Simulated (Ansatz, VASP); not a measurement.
# Rh in VASP and in Ansatz

```xyz
2
Lattice="-2.6756 3.0814 1.3229 3.0814 -2.6756 1.3229 1.8853 1.8853 -0.5797" Properties=species:S:1:pos:R:3 pbc="T T T"
Rh    3.0232   -2.6174    1.3229
Rh   -0.2354    2.5266    1.0331
```

Alike in both runs: task single point; functional BLYP; k mesh 14 × 14 × 13; occupations fermi-dirac, width 0.1 eV; no spin polarisation.

|  | VASP | Ansatz |
| --- | --- | --- |
| version | VASP 6.6.1 | Ansatz 0.2.0 |
| potentials or method | VASP PAW PBE potentials, release 64 (Rh_pv) | plane waves (420 eV) with PAW, scalar-relativistic |
| plane-wave cutoff (eV) | 520 | 420 |
| valence electrons in the cell | 30 | 34 |

|  | VASP | Ansatz | Ansatz less VASP |
| --- | --- | --- | --- |
| pressure (GPa) | 9.2 | 8.6 | -0.57 |
| largest component of the traceless stress (GPa) | 1.13 | 1.02 | -0.111 |

The two sets of potentials don't hold the same shells in valence.

Caveats: the PAW data sets were made with another functional, which shifts forces and pressure a little (VASP).
